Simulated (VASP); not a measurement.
**GaP: band structure with r2SCAN-EpsX**

Crystal: GaP.

```
CELL_PARAMETERS angstrom
0.00000 2.72525 2.72525
2.72525 0.00000 2.72525
2.72525 2.72525 0.00000
ATOMIC_POSITIONS crystal
Ga 0.00000 0.00000 0.00000
P 0.75000 0.75000 0.75000
```

```json
{
 "Program": "VASP 6.6.1",
 "Task": "band structure",
 "Functional": "r2SCAN-EpsX",
 "Potentials or basis": "VASP PAW PBE potentials, release 64 (Ga_d, P)",
 "Cutoff": "520 eV",
 "k mesh": "4 × 4 × 4",
 "Occupations": "fermi-dirac, width 0.05 eV",
 "Spin": "no spin polarisation",
 "Grid for exact exchange (PRECFOCK)": "Normal",
 "Exchange at q = 0": "truncated",
 "Share of exact exchange": "0.0895",
 "Further INCAR settings": "ALGO = Normal; EDIFF = 1e-06"
}
```

```
Pressure                : 0.1 GPa
Band gap on the k mesh  : 2.33 eV, indirect (least direct gap 2.86 eV)
Band gap along the path : 2.28 eV, indirect (least direct gap 2.86 eV)
```

Levels at the corners of the path, in eV from the valence-band top:
| point | band 7 | band 8 | band 9 | band 10 | band 11 | band 12 |
| --- | --- | --- | --- | --- | --- | --- |
| Γ | 0.00 | 0.00 | 0.00 | 2.86 | 4.70 | 4.70 |
| X | -7.18 | -2.89 | -2.89 | 2.33 | 2.56 | 12.03 |
| X | -7.18 | -2.89 | -2.89 | 2.33 | 2.56 | 12.03 |
| W | -6.95 | -3.83 | -3.64 | 5.52 | 5.89 | 7.07 |
| W | -6.95 | -3.83 | -3.64 | 5.52 | 5.89 | 7.07 |
| K | -6.95 | -4.21 | -2.43 | 2.93 | 5.72 | 9.41 |
| K | -6.95 | -4.21 | -2.43 | 2.93 | 5.72 | 9.41 |
| Γ | 0.00 | 0.00 | 0.00 | 2.86 | 4.70 | 4.70 |
| Γ | 0.00 | 0.00 | 0.00 | 2.86 | 4.70 | 4.70 |
| L | -7.08 | -1.21 | -1.21 | 2.52 | 5.57 | 5.57 |
| L | -7.08 | -1.21 | -1.21 | 2.52 | 5.57 | 5.57 |
| U | -6.95 | -4.21 | -2.43 | 2.93 | 5.72 | 9.41 |
| U | -6.95 | -4.21 | -2.43 | 2.93 | 5.72 | 9.41 |
| W | -6.95 | -3.83 | -3.64 | 5.52 | 5.89 | 7.07 |
| W | -6.95 | -3.83 | -3.64 | 5.52 | 5.89 | 7.07 |
| L | -7.08 | -1.21 | -1.21 | 2.52 | 5.57 | 5.57 |
| L | -7.08 | -1.21 | -1.21 | 2.52 | 5.57 | 5.57 |
| K | -6.95 | -4.21 | -2.43 | 2.93 | 5.72 | 9.41 |
| U | -6.95 | -4.21 | -2.43 | 2.93 | 5.72 | 9.41 |
| X | -7.18 | -2.89 | -2.89 | 2.33 | 2.56 | 12.03 |

Run time: 31 min on 1 thread of Intel(R) Xeon(R) Platinum 8559C (Emerald Rapids) (shared host), peak memory 0.27 GiB.

Caveat: the k mesh is coarse (spacing up to 0.50 Å⁻¹), so the values aren't converged, least of all with exact exchange; the PAW data sets were made with another functional, which shifts forces and pressure a little.
